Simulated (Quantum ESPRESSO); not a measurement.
# WC (Fm-3m) in Quantum ESPRESSO: a series of runs

The runs below take WC through phonons, with PBE, PBEsol, WC.

Program: Quantum ESPRESSO 7.5. These are calculated values, not measurements. Logs are shortened: lines on timing, memory, paths and dates and some standing lists are left out, and cuts for length are marked.

## (1) The structure

The structure is cubic, space group Fm-3m (No. 225). The conventional cell has a = 4.385 Å, b = 4.385 Å, c = 4.385 Å, α = 90.00°, β = 90.00°, γ = 90.00°. W (site symmetry m-3m) is surrounded by 6 C at 2.19 Å. C (site symmetry m-3m) is surrounded by 6 W at 2.19 Å.

Measurements of this composition are mostly on another form, of space group No. 187.

## (2) Phonons, PBE

Contents of pw.in:

```
&CONTROL
  calculation = 'scf'
  prefix = 'pwscf'
  outdir = './tmp'
  pseudo_dir = './pseudo'
  tprnfor = .true.
  tstress = .true.
  disk_io = 'low'
/
&SYSTEM
  ibrav = 0
  nat = 2
  ntyp = 2
  ecutwfc = 82
  nbnd = 15
  occupations = 'smearing'
  smearing = 'mv'
  degauss = 0.01469973
/
&ELECTRONS
  conv_thr = 4d-10
  electron_maxstep = 120
  mixing_beta = 0.5
/
ATOMIC_SPECIES
W    183.8400 W.upf
C     12.0110 C.upf
CELL_PARAMETERS angstrom
   0.0000000000    2.1926840000    2.1926840000
   2.1926840000    0.0000000000    2.1926840000
   2.1926840000    2.1926840000    0.0000000000
ATOMIC_POSITIONS crystal
W      0.0000000000    0.0000000000    0.0000000000
C      0.5000000000    0.5000000000    0.5000000000
K_POINTS automatic
8 8 8 0 0 0
```

Contents of relax.in:

```
&CONTROL
  calculation = 'vc-relax'
  prefix = 'pwscf'
  outdir = './tmp'
  pseudo_dir = './pseudo'
  tprnfor = .true.
  tstress = .true.
  disk_io = 'low'
  nstep = 40
  forc_conv_thr = 0.0001
  etot_conv_thr = 1d-06
/
&SYSTEM
  ibrav = 0
  nat = 2
  ntyp = 2
  ecutwfc = 82
  nbnd = 15
  occupations = 'smearing'
  smearing = 'mv'
  degauss = 0.01469973
/
&ELECTRONS
  conv_thr = 4d-10
  electron_maxstep = 120
  mixing_beta = 0.5
/
&IONS
  ion_dynamics = 'bfgs'
/
&CELL
  cell_dynamics = 'bfgs'
  press = 0
  press_conv_thr = 0.2
/
ATOMIC_SPECIES
W    183.8400 W.upf
C     12.0110 C.upf
CELL_PARAMETERS angstrom
   0.0000000000    2.1926840000    2.1926840000
   2.1926840000    0.0000000000    2.1926840000
   2.1926840000    2.1926840000    0.0000000000
ATOMIC_POSITIONS crystal
W      0.0000000000    0.0000000000    0.0000000000
C      0.5000000000    0.5000000000    0.5000000000
K_POINTS automatic
8 8 8 0 0 0
```

Contents of scf2.in:

```
&CONTROL
  calculation = 'scf'
  prefix = 'pwscf'
  outdir = './tmp'
  pseudo_dir = './pseudo'
  tprnfor = .true.
  tstress = .true.
  disk_io = 'low'
/
&SYSTEM
  ibrav = 0
  nat = 2
  ntyp = 2
  ecutwfc = 82
  nbnd = 15
  occupations = 'smearing'
  smearing = 'mv'
  degauss = 0.01469973
/
&ELECTRONS
  conv_thr = 1d-13
  electron_maxstep = 120
  mixing_beta = 0.5
  startingpot = 'file'
  startingwfc = 'file'
/
ATOMIC_SPECIES
W    183.8400 W.upf
C     12.0110 C.upf
CELL_PARAMETERS angstrom
   0.0000000000    2.1909806196    2.1909806196
   2.1909806196    0.0000000000    2.1909806196
   2.1909806196    2.1909806196    0.0000000000
ATOMIC_POSITIONS crystal
W      0.0000000000    0.0000000000    0.0000000000
C      0.5000000000    0.5000000000    0.5000000000
K_POINTS automatic
8 8 8 0 0 0
```

Contents of ph.in:

```
phonons of WC
&INPUTPH
  prefix = 'pwscf'
  outdir = './tmp'
  tr2_ph = 1d-18
  fildyn = 'dyn'
  niter_ph = 90
  alpha_mix(1) = 0.4
/
0.0000000000 0.0000000000 0.0000000000
```

Contents of dynmat.in:

```
&INPUT
  fildyn = 'dyn'
  asr = 'crystal'
  filout = 'dynmat.disp'
  fileig = 'dynmat.eig'
/
```

Potentials or basis: PseudoDojo 0.4.1 SR PBE standard.

Command:

```sh
> OMP_NUM_THREADS=1 pw.x -in pw.in > pw.out
> OMP_NUM_THREADS=1 pw.x -in relax.in > relax.out
> OMP_NUM_THREADS=1 pw.x -in scf2.in > scf2.out
> OMP_NUM_THREADS=1 ph.x -in ph.in > ph.out
> OMP_NUM_THREADS=1 dynmat.x -in dynmat.in > dynmat.out
```

pw.out:

```text
This program is part of the open-source Quantum ESPRESSO suite
     for quantum simulation of materials; please cite
[... 9 lines left out ...]
     --------------------
     sticks:   dense  smooth     PW     G-vecs:    dense   smooth      PW
     Sum         769     769    241                14211    14211    2421

     Using Slab Decomposition

     bravais-lattice index     =            0
     lattice parameter (alat)  =       5.8599  a.u.
     unit-cell volume          =     142.2836 (a.u.)^3
     number of atoms/cell      =            2
     number of atomic types    =            2
     number of electrons       =        18.00
     number of Kohn-Sham states=           15
     kinetic-energy cutoff     =      82.0000  Ry
     charge density cutoff     =     328.0000  Ry
     scf convergence threshold =      4.0E-10
     mixing beta               =       0.5000
     number of iterations used =            8  plain     mixing
     Exchange-correlation= PBE
                           (   1   4   3   4   0   0   0)

     celldm(1)=   5.859896  celldm(2)=   0.000000  celldm(3)=   0.000000
     celldm(4)=   0.000000  celldm(5)=   0.000000  celldm(6)=   0.000000

     crystal axes: (cart. coord. in units of alat)
               a(1) = (   0.000000   0.707107   0.707107 )
               a(2) = (   0.707107   0.000000   0.707107 )
               a(3) = (   0.707107   0.707107   0.000000 )

     reciprocal axes: (cart. coord. in units 2 pi/alat)
               b(1) = ( -0.707107  0.707107  0.707107 )
               b(2) = (  0.707107 -0.707107  0.707107 )
               b(3) = (  0.707107  0.707107 -0.707107 )

     PseudoPot. # 1 for W  read from file:
     W.upf
     Pseudo is Norm-conserving + core correction, Zval = 14.0
     Generated using ONCVPSP code by D. R. Hamann
     Using radial grid of 1396 points,  8 beta functions with:
                l(1) =   0
                l(2) =   0
                l(3) =   1
                l(4) =   1
                l(5) =   2
                l(6) =   2
                l(7) =   3
                l(8) =   3

     PseudoPot. # 2 for C  read from file:
     C.upf
     Pseudo is Norm-conserving + core correction, Zval =  4.0
     Generated using ONCVPSP code by D. R. Hamann
     Using radial grid of 1248 points,  4 beta functions with:
                l(1) =   0
                l(2) =   0
                l(3) =   1
                l(4) =   1

     atomic species   valence    mass     pseudopotential
     W                14.00   183.84000     W ( 1.00)
     C                 4.00    12.01100     C ( 1.00)

     48 Sym. Ops., with inversion, found

   Cartesian axes

     site n.     atom                  positions (alat units)
         1        W      tau(   1) = (   0.0000000   0.0000000   0.0000000  )
         2        C      tau(   2) = (   0.7071068   0.7071068   0.7071068  )

     number of k points=    29  Marzari-Vanderbilt smearing, width (Ry)=  0.0147
                       cart. coord. in units 2pi/alat
        k(    1) = (   0.0000000   0.0000000   0.0000000), wk =   0.0039062
        k(    2) = (   0.0883883   0.0883883  -0.0883883), wk =   0.0312500
        k(    3) = (   0.1767767   0.1767767  -0.1767767), wk =   0.0312500
        k(    4) = (   0.2651650   0.2651650  -0.2651650), wk =   0.0312500
        k(    5) = (  -0.3535534  -0.3535534   0.3535534), wk =   0.0156250
        k(    6) = (   0.1767767   0.0000000   0.0000000), wk =   0.0234375
[... 21 lines left out ...]
        k(   28) = (  -0.7071068   0.1767767  -0.0000000), wk =   0.0468750
        k(   29) = (  -0.7071068   0.3535534   0.0000000), wk =   0.0234375

     Dense  grid:    14211 G-vectors     FFT dimensions: (  36,  36,  36)

     Initial potential from superposition of free atoms

     starting charge      17.9994, renormalised to      18.0000
     Starting wfcs are   14 randomized atomic wfcs +    1 random wfcs

     Self-consistent Calculation

     iteration #  1     ecut=    82.00 Ry     beta= 0.50
     Davidson diagonalization with overlap
     ethr =  1.00E-02,  avg # of iterations =  4.8

     total energy              =    -163.49088748 Ry
     estimated scf accuracy    <       0.54897508 Ry

     iteration #  2     ecut=    82.00 Ry     beta= 0.50
     Davidson diagonalization with overlap
     ethr =  3.05E-03,  avg # of iterations =  2.0

     total energy              =    -163.65464206 Ry
     estimated scf accuracy    <       0.29666940 Ry

     iteration #  3     ecut=    82.00 Ry     beta= 0.50
     Davidson diagonalization with overlap
     ethr =  1.65E-03,  avg # of iterations =  1.1

     total energy              =    -163.70734727 Ry
     estimated scf accuracy    <       0.00219612 Ry

     iteration #  4     ecut=    82.00 Ry     beta= 0.50
     Davidson diagonalization with overlap
     ethr =  1.22E-05,  avg # of iterations =  4.9

     total energy              =    -163.70815255 Ry
     estimated scf accuracy    <       0.00052190 Ry

     iteration #  5     ecut=    82.00 Ry     beta= 0.50
     Davidson diagonalization with overlap
     ethr =  2.90E-06,  avg # of iterations =  2.0
[... 29 lines left out ...]
     total energy              =    -163.70821886 Ry
     estimated scf accuracy    <       0.00000002 Ry

     iteration # 10     ecut=    82.00 Ry     beta= 0.50
     Davidson diagonalization with overlap
     ethr =  1.05E-10,  avg # of iterations =  3.7

     total energy              =    -163.70821887 Ry
     estimated scf accuracy    <          3.4E-09 Ry

     iteration # 11     ecut=    82.00 Ry     beta= 0.50
     Davidson diagonalization with overlap
     ethr =  1.91E-11,  avg # of iterations =  2.1

     total energy              =    -163.70821887 Ry
     estimated scf accuracy    <          9.2E-10 Ry

     iteration # 12     ecut=    82.00 Ry     beta= 0.50
     Davidson diagonalization with overlap
     ethr =  5.11E-12,  avg # of iterations =  2.0

     End of self-consistent calculation

          k = 0.0000 0.0000 0.0000 (  1807 PWs)   bands (ev):

   -53.7189 -17.7098 -17.7098 -17.7098   5.9158  18.9922  18.9922  18.9922
    20.6617  20.6617  20.6617  20.7846  20.7846  28.1592  31.4054

          k = 0.0884 0.0884-0.0884 (  1796 PWs)   bands (ev):

   -53.7135 -17.7988 -17.7193 -17.7193   6.3474  17.6866  18.1812  18.1812
    19.6794  19.6794  21.1413  23.4238  23.4238  28.9313  32.3720

          k = 0.1768 0.1768-0.1768 (  1799 PWs)   bands (ev):

   -53.7006 -18.0084 -17.7423 -17.7423   7.5290  15.5247  16.5448  16.5448
    20.6820  20.6820  21.7673  26.3929  26.3929  30.0253  33.9280

          k = 0.2652 0.2652-0.2652 (  1790 PWs)   bands (ev):

   -53.6876 -18.2113 -17.7650 -17.7650   9.1676  13.4047  15.5014  15.5014
    22.0467  22.0467  22.8677  28.5381  29.1086  29.1086  34.8753

          k =-0.3536-0.3536 0.3536 (  1772 PWs)   bands (ev):

   -53.6822 -18.2934 -17.7744 -17.7744  10.5114  11.9388  15.1478  15.1478
    22.7748  22.7748  24.0481  26.6626  30.4862  30.4862  33.5165

          k = 0.1768 0.0000 0.0000 (  1804 PWs)   bands (ev):

   -53.7118 -17.7923 -17.7404 -17.7404   6.4723  17.0399  18.3952  18.4824
    18.4824  21.0145  21.8918  21.8918  24.2726  29.3933  32.7141

          k = 0.2652 0.0884-0.0884 (  1794 PWs)   bands (ev):

   -53.7013 -17.9477 -17.7715 -17.7597   7.3377  15.4476  16.9242  17.5603
    19.2288  21.2951  22.5220  24.1210  26.3615  30.7594  34.2331

          k = 0.3536 0.1768-0.1768 (  1786 PWs)   bands (ev):

   -53.6883 -18.1421 -17.7943 -17.7924   8.6811  13.9284  15.7529  16.3069
    20.3637  22.4238  23.2601  26.6964  28.4179  30.6166  34.1638

          k =-0.2652-0.4419 0.4419 (  1781 PWs)   bands (ev):

   -53.6804 -18.2560 -17.8268 -17.7957   9.9851  12.5856  15.3433  15.5238
    21.8035  22.9120  23.8619  27.7720  29.0654  30.3494  33.6754

          k =-0.1768-0.3536 0.3536 (  1787 PWs)   bands (ev):

   -53.6822 -18.2292 -17.8410 -17.7748   9.7156  12.8604  15.3707  15.5780
    22.0074  22.5086  23.5589  27.7791  28.7368  30.3980  34.2435

          k =-0.0884-0.2652 0.2652 (  1793 PWs)   bands (ev):

   -53.6927 -18.0797 -17.8231 -17.7438   8.2787  14.5121  15.8701  16.2570
    20.6182  21.9525  22.9017  25.4604  28.9402  30.1400  34.3978

          k = 0.0000-0.1768 0.1768 (  1797 PWs)   bands (ev):

   -53.7056 -17.9000 -17.7736 -17.7207   7.0111  16.4301  16.9559  17.1854
    19.6243  21.0520  22.1780  23.3073  26.1880  29.9295  33.6208

          k = 0.3536 0.0000 0.0000 (  1812 PWs)   bands (ev):

   -53.6945 -17.9832 -17.8141 -17.8141   7.6835  14.7542  17.2364  18.3353
    18.3353  21.6128  23.6587  23.6587  26.4323  32.2025  36.1277

          k = 0.4419 0.0884-0.0884 (  1774 PWs)   bands (ev):

   -53.6840 -18.1056 -17.8602 -17.8451   8.3565  14.3790  16.2857  17.6703
    19.0278  22.6509  23.9924  24.7139  27.8124  32.2498  33.0347

          k =-0.1768-0.5303 0.5303 (  1776 PWs)   bands (ev):

   -53.6761 -18.1847 -17.9304 -17.8465   9.0996  14.0042  15.6916  16.5924
    20.1599  23.2690  23.9791  26.5900  28.2206  31.1761  32.4668

          k =-0.0884-0.4419 0.4419 (  1785 PWs)   bands (ev):

   -53.6753 -18.1729 -17.9868 -17.8177   9.5939  13.4102  15.6461  15.8666
    21.7583  22.4245  23.7785  26.7276  29.1164  30.8856  33.7131

          k = 0.0000-0.3536 0.3536 (  1796 PWs)   bands (ev):

   -53.6822 -18.1257 -17.9469 -17.7752   9.2452  13.5415  15.6284  15.8138
    21.2878  23.1156  23.7316  25.0017  30.1559  30.3513  33.9749

          k = 0.5303-0.0000 0.0000 (  1764 PWs)   bands (ev):

   -53.6771 -18.1630 -17.8874 -17.8874   8.2201  15.0369  16.3157  18.8166
    18.8166  22.2880  24.2473  24.2473  27.9769  29.9592  33.8847

          k =-0.0884-0.6187 0.6187 (  1773 PWs)   bands (ev):

   -53.6717 -18.1990 -17.9434 -17.8969   8.3998  15.5258  15.9255  18.1334
    19.2310  23.5447  24.0938  24.2636  27.6832  29.6218  33.4397

          k = 0.0000-0.5303 0.5303 (  1780 PWs)   bands (ev):

   -53.6710 -18.1455 -18.0436 -17.8682   8.9279  14.7707  15.8053  16.8623
    20.0416  23.1666  24.2437  26.5796  26.5878  31.4890  33.2730

          k =-0.7071 0.0000 0.0000 (  1772 PWs)   bands (ev):

   -53.6699 -18.2346 -17.9176 -17.9176   8.1392  15.9801  16.1314  19.2246
    19.2246  22.5966  24.0015  24.0015  27.1758  28.9780  33.5275

          k = 0.3536 0.1768 0.0000 (  1783 PWs)   bands (ev):

   -53.6909 -18.0519 -17.8532 -17.7761   8.1925  14.4501  16.3914  16.6706
    19.7441  22.4774  23.5377  24.3214  28.0543  31.5868  34.6050

          k =-0.2652-0.4419 0.6187 (  1783 PWs)   bands (ev):

   -53.6804 -18.1615 -17.9119 -17.8073   9.1935  13.6354  15.6976  16.0621
    20.8049  23.0709  23.7650  25.9450  28.9371  31.2880  33.4803

          k =-0.1768-0.3536 0.5303 (  1776 PWs)   bands (ev):

   -53.6761 -18.2092 -17.9279 -17.8255   9.6907  13.2144  15.5742  15.8037
    22.0267  22.2040  23.7868  27.9203  28.2666  30.5610  33.8109

          k =-0.1768-0.5303 0.7071 (  1791 PWs)   bands (ev):

   -53.6761 -18.1567 -17.9323 -17.8717   8.6668  14.6997  15.9252  17.0058
    19.9337  23.4340  24.2091  24.4186  28.3966  30.9134  33.1065

          k =-0.0884-0.4419 0.6187 (  1779 PWs)   bands (ev):

   -53.6717 -18.1462 -18.0141 -17.8840   9.0521  14.6656  15.7124  16.3346
    20.9040  22.9265  24.0137  25.9520  27.2270  32.1872  33.3235

          k = 0.0000-0.3536 0.5303 (  1779 PWs)   bands (ev):

   -53.6735 -18.1212 -18.0396 -17.8510   9.3367  14.0144  15.6726  16.0165
    21.8947  22.1218  24.1858  25.6180  28.2971  32.5302  33.7525

          k =-0.7071 0.1768-0.0000 (  1778 PWs)   bands (ev):

   -53.6699 -18.1889 -17.9648 -17.9207   8.5415  15.7531  15.9375  16.9799
    20.2273  23.6690  24.0061  24.2973  26.9911  30.6290  33.4769

          k =-0.7071 0.3536 0.0000 (  1768 PWs)   bands (ev):

   -53.6699 -18.0777 -18.0777 -17.9238   9.0460  15.4193  15.6724  15.6724
    22.2129  22.2129  24.0108  25.2024  26.6203  33.5186  34.4978

     the Fermi energy is    21.8704 ev

!    total energy              =    -163.70821887 Ry
     estimated scf accuracy    <          1.5E-10 Ry
     smearing contrib. (-TS)   =      -0.00101904 Ry
     internal energy E=F+TS    =    -163.70719983 Ry

     The total energy is F=E-TS. E is the sum of the following terms:
     one-electron contribution =     -11.39153724 Ry
     hartree contribution      =      17.16234799 Ry
     xc contribution           =     -37.46138580 Ry
     ewald contribution        =    -132.01662479 Ry

     convergence has been achieved in  12 iterations

     Forces acting on atoms (cartesian axes, Ry/au):

     atom    1 type  1   force =    -0.00000000    0.00000000    0.00000000
     atom    2 type  2   force =     0.00000000   -0.00000000   -0.00000000

     Total force =     0.000000     Total SCF correction =     0.000000

     Computing stress (Cartesian axis) and pressure

          total   stress  (Ry/bohr**3)                   (kbar)     P=       -8.49
  -0.00005768  -0.00000000  -0.00000000           -8.49       -0.00       -0.00
  -0.00000000  -0.00005768   0.00000000           -0.00       -8.49        0.00
  -0.00000000   0.00000000  -0.00005768           -0.00        0.00       -8.49

=------------------------------------------------------------------------------=
   JOB DONE.
=------------------------------------------------------------------------------=
```

It took 4 min on 1 thread of Arm Neoverse V2, shared host; peak memory 0.06 GiB.

What came out:

```yaml
Free_energy: -2227.3639 eV
Relaxed_volume: 10.52 Å³/atom
Relaxed_cell: a = 3.099 Å, b = 3.099 Å, c = 3.099 Å, α = 60.00°, β = 60.00°, γ = 60.00°
Space_group_after_relaxing_to_0.05_Å: Fm-3m (No. 225)
Pressure_after_relaxing: 0.0 GPa
Band_gap_on_the_k_mesh: none (metal or under the smearing width)
Highest_phonon_frequency_at_Γ: 400 cm⁻¹
```

The path:
| step | energy change (eV) | largest force (eV/Å) | pressure (GPa) | volume (Å³) |
| --- | --- | --- | --- | --- |
| 1 | 0.0000 | 0.0000 | -0.85 | 21.08 |
| 2 | 0.0000 | 0.0000 | 0.73 | 20.99 |
| 3 | -0.0001 | 0.0000 | 0.00 | 21.04 |
| 4 | -0.0001 | 0.0000 | 0.00 | 21.04 |

Final structure:
```
W C
1.0
     0.00000    2.19098    2.19098
     2.19098    0.00000    2.19098
     2.19098    2.19098    0.00000
W C
1 1
Direct
  0.00000 0.00000 0.00000
  0.50000 0.50000 0.50000
```

Phonon frequencies in cm⁻¹ (negative: imaginary):
| q point | frequencies |
| --- | --- |
| (0.000, 0.000, 0.000) | -1 -1 -1 400 400 400 |

Optical modes at Γ, degenerate ones joined:
| cm⁻¹ | components | symmetry | active in |
| --- | --- | --- | --- |
| 400 | 3 | T1u | IR |

Caveat: the mesh is thin for the phonons of a metal. Spin-orbit coupling is left out, which matters for the levels of W.

(Part 1 of 2 ends here.)
